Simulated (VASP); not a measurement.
A run of VASP 6.6.1:

INCAR

```
SYSTEM = AlCu
PREC = Accurate ; ENCUT = 500
EDIFF = 1E-7 ; ISMEAR = 0
SIGMA = 0.02 ; LREAL = .FALSE.
LASPH = .TRUE. ; NELM = 60
ALGO = Normal ; ISIF = 2
LWAVE = .FALSE. ; LCHARG = .FALSE.
GGA = PS ; NBANDS = 14
```

KPOINTS

```
Automatic mesh
0
G
  9 9 9
  0 0 0
```

File POSCAR:

```
AlCu
1.0
    2.9975090000      0.0000000000      0.0000000000
    0.0000000000      2.9975090000      0.0000000000
    0.0000000000      0.0000000000      2.9975090000
Cu Al
1 1
Cartesian
    1.4987545000      1.4987545000      1.4987545000
    0.0000000000      0.0000000000      0.0000000000
```

Potentials or basis: VASP PAW PBE potentials, release 64 (Cu, Al).

Command:

```sh
$ cat potpaw_PBE.64/Cu/POTCAR potpaw_PBE.64/Al/POTCAR > POTCAR
$ mpirun -np 1 vasp_std > vasp.out
```

Hardware: 1 thread of Intel(R) Xeon(R) Platinum 8375C CPU @ 2.90GHz (Ice Lake), with other jobs on the host.

How long does it take, and how much memory?

It took 8.2 s on 1 thread of Intel(R) Xeon(R) Platinum 8375C CPU @ 2.90GHz (Ice Lake), on a shared host, peak memory 0.14 GiB. Counts: scf iterations 14, k points 35.
